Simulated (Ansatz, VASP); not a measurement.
# One calculation of Be, two programs

INCAR

```
SYSTEM = Be
PREC = Accurate
ENCUT = 520
EDIFF = 1E-8
ISMEAR = -1
SIGMA = 0.05
LREAL = .FALSE.
LASPH = .TRUE.
NELM = 60
ALGO = Normal
ISIF = 2
LWAVE = .FALSE.
LCHARG = .FALSE.
GGA = PE
LEFG = .TRUE.
NBANDS = 7
```

Contents of KPOINTS:

```
Automatic mesh
0
G
  20 20 20
  0 0 0
```

File POSCAR:

```
Be
1.0
   -1.2500666702      1.2500666702      1.2500666702
    1.2500666702     -1.2500666702      1.2500666702
    1.2500666702      1.2500666702     -1.2500666702
Be
1
Direct
    0.0000000000      0.0000000000      0.0000000000
```

Input for Ansatz:

```yaml
crystal:
  lattice:
    - [-1.2500666702, 1.2500666702, 1.2500666702]
    - [1.2500666702, -1.2500666702, 1.2500666702]
    - [1.2500666702, 1.2500666702, -1.2500666702]
  atoms:
    - { symbol: Be, position: [0.0, 0.0, 0.0] }
kpoints:
  mp_grid: { grid: [20, 20, 20] }
  band_path:
    path:
      - [0.0, 0.0, 0.0]
      - [0.5, -0.5, 0.5]
      - [0.0, 0.0, 0.5]
      - [0.0, 0.0, 0.0]
      - [0.25, 0.25, 0.25]
      - [0.5, -0.5, 0.5]
      - [0.25, 0.25, 0.25]
      - [0.0, 0.0, 0.5]
    npoints: 8
scf:
  occupations: { method: fermi_dirac, width: 0.05 }
hamiltonian:
  xc: pbe
  pseudopotentials: { kind: all_electron, datasets: crystal }
output:
  forces: true
  stress: true
  eigenvalues: true
  efg: { contact_densities: true }
```

Alike in both runs: task electric field gradients; functional PBE; k mesh 20 × 20 × 20; occupations fermi-dirac, width 0.05 eV; no spin polarisation.

|  | VASP | Ansatz |
| --- | --- | --- |
| version | VASP 6.6.1 | Ansatz 0.2.0 |
| potentials or method | VASP PAW PBE potentials, release 64 (Be) | all-electron PAW with datasets made for the crystal, scalar-relativistic |
| plane-wave cutoff (eV) | 520 | see its input |

Ansatz gave:

* pressure (GPa): 0.0
* Vzz of the field gradient on the site that differs most (V/Å²): 0.0

**Question.** What did VASP give for the same quantities?

**Answer.** Pressure (GPa): 0.2; Vzz of the field gradient on the site that differs most (V/Å²): 0.0.

Ansatz ran all-electron here, so the differences hold the error of VASP's frozen core and of both bases. Ansatz warned: «band_levels_unverified».
